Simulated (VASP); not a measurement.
Set up this calculation in VASP 6.6.1, as the native input.

| Quantity | Value |
| --- | --- |
| Task | relaxation of cell and atoms |
| Functional | LDA |
| Potentials or basis | VASP PAW LDA potentials, release 64 (Hf_pv) |
| Cutoff | 600 eV |
| k mesh | 10 × 10 × 10 |
| Occupations | fermi-dirac, width 0.05 eV |
| Spin | no spin polarisation |
| Further INCAR settings | ALGO = Fast; EDIFF = 1e-07; IBRION = 2; EDIFFG = -0.01; NSW = 40; ISIF = 3 |

The structure of Hf lies in POSCAR:

```
Hf
1.0
    0.0000000000      2.2200000000      2.2200000000
    2.2200000000      0.0000000000      2.2200000000
    2.2200000000      2.2200000000      0.0000000000
Hf
1
Direct
    0.0000000000      0.0000000000      0.0000000000
```

This isn't the form of Hf at room conditions, which is hcp.

One way to write it, as run:

INCAR

```
SYSTEM = Hf
ALGO = Fast
EDIFF = 1E-7
EDIFFG = -0.01
ENCUT = 600
GGA = CA
IBRION = 2
ISIF = 3
ISMEAR = -1
LASPH = .True.
LCHARG = .False.
LREAL = .False.
LWAVE = .False.
NELM = 80
NSW = 40
PREC = Accurate
PSTRESS = 0
SIGMA = 0.05
```

KPOINTS

```
k-points
0
Gamma
  10 10 10
  0 0 0
```

Potentials or basis: VASP PAW LDA potentials, release 64 (Hf_pv).

Run with:

```bash
$ cat potpaw_LDA.64/Hf_pv/POTCAR > POTCAR
$ mpirun -np 1 vasp_std > vasp.out
```

Results of the run:

The relaxed volume is 20.78 Å³/atom, the relaxed cell is a = 3.086 Å, b = 3.086 Å, c = 3.086 Å, α = 60.00°, β = 60.00°, γ = 60.00° and the space group after relaxing (to 0.05 Å) is Fm-3m (No. 225). The energy gained by relaxing is 20.5 meV/atom and the ionic steps are 6. The pressure after relaxing is 0.0 GPa and the band gap on the k mesh is none (metal or under the smearing width).

Run time: 95 s on 1 thread of AMD EPYC 7R43 64-Core Processor (Zen 3), with other jobs on the host, peak memory 0.12 GiB.
